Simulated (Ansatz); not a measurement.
# KTaO3: the cost of one run

Program: Ansatz 0.2.0. Level of theory: DFT PBE, scalar-relativistic, plane waves, PAW. These are calculated values, not measurements.

## Step 1: Starting point

It takes space group P-62m (No. 189, hexagonal). Conventional cell: a = 4.536 Å, b = 4.536 Å, c = 5.552 Å, α = 90.00°, β = 90.00°, γ = 120.00°. K (site symmetry -62m) has 3 O at 2.08 Å in its first shell of neighbours. Around Ta (site symmetry -62m) lie 2 K at 2.78 Å. O (site symmetry m2m) is surrounded by 1 K at 2.08 Å.

Coordinates:

```cif
data_structure
_symmetry_space_group_name_H-M 'P 1'
_symmetry_Int_Tables_number 1
_cell_length_a 4.5362
_cell_length_b 4.5362
_cell_length_c 5.5517
_cell_angle_alpha 90.000
_cell_angle_beta 90.000
_cell_angle_gamma 120.000
_cell_volume 98.94
loop_
_atom_site_label
_atom_site_type_symbol
_atom_site_fract_x
_atom_site_fract_y
_atom_site_fract_z
_atom_site_occupancy
K1 K 0.00000 0.00000 0.00000 1
Ta1 Ta 0.00000 0.00000 0.50000 1
O1 O 0.45886 0.00000 0.00000 1
O2 O 0.00000 0.45886 0.00000 1
O3 O 0.54114 0.54114 0.00000 1
```

Recipe of the guess: random cell by space group and Wyckoff sites (P-62m, No. 189). The dimensions are guesses.

## Step 2: Probe: one point on a coarse mesh

Contents of input.yaml:

```yaml
crystal:
  lattice:
    - [4.53624776, 0.0, 0.0]
    - [-2.26812388, 3.92850579, 0.0]
    - [0.0, 0.0, 5.55173009]
  atoms:
    - { symbol: K, position: [0.0, 0.0, 0.0] }
    - { symbol: Ta, position: [0.0, 0.0, 0.5] }
    - { symbol: O, position: [0.45885759, 0.0, 0.0] }
    - { symbol: O, position: [0.0, 0.45885759, 0.0] }
    - { symbol: O, position: [0.54114241, 0.54114241, 0.0] }
basis:
  ecutwfc: 420
kpoints:
  mp_grid: { grid: [6, 6, 4] }
hamiltonian:
  xc: pbe
scf:
  occupations: { method: gaussian, width: 0.1 }
  lower_state_search: "off"
output:
  forces: true
  stress: true
  eigenvalues: true
```

Launch:

```console
$ ansatz run input.yaml --threads 1 --pin off --max-ram 2560MiB --backend cpu --events-out ev --progress --plain --runs-dir out
```

Q: Estimate wall time and peak memory on 1 thread of Intel Xeon at 2.50GHz (Skylake/Cascade Lake), shared host.

About 12 s, with a peak of 0.36 GiB.
